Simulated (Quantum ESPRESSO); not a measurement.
FeO: zone-centre phonons under several settings

```
Fe O
1.0
     1.51768    0.87623    2.51579
    -1.51768    0.87623    2.51579
     0.00000   -1.75247    2.51579
Fe O
1 1
Direct
  0.00000 0.00000 0.00000
  0.50000 0.50000 0.50000
```

All runs used Quantum ESPRESSO 7.5; potentials PseudoDojo 0.4.1 SR PBEsol standard; given cell; collinear spin, ferromagnetic start; cutoff 1225 eV; occupations fermi-dirac, width 0.05 eV.

```tsv
level	k mesh (s: shifted)	pressure (GPa)	lowest optical mode without the field (cm⁻¹)	highest optical mode without the field (cm⁻¹)
PBEsol	4 × 4 × 4s	-9.5	177	233
PBEsol	6 × 6 × 6s	-9.7	224	224
PBEsol	8 × 8 × 8s	?	?	?
PBEsol	10 × 10 × 10s	-9.6	220	227
```

Question: What stands in the row left open?

Answer: Pressure -9.6 GPa; lowest optical mode without the field 216 cm⁻¹; highest optical mode without the field 231 cm⁻¹.

Caveats: some runs use coarse meshes; the cell is more than 3 GPa from zero pressure, which shifts response properties; before the sum rule the acoustic modes lie tens of cm⁻¹ from zero, a sign that the density grid also shifts the optical modes; a cell with one magnetic atom can't hold antiferromagnetic order, which such compounds often take; the mesh is thin for the phonons of a metal (some runs).

For the row left open. Caveat: the k mesh is coarse; the mesh is thin for the phonons of a metal; the cell is more than 3 GPa from zero pressure, which shifts response properties; before the sum rule the acoustic modes lie tens of cm⁻¹ from zero, a sign that the density grid also shifts the optical modes; a cell with one magnetic atom can't hold antiferromagnetic order, which such compounds often take.
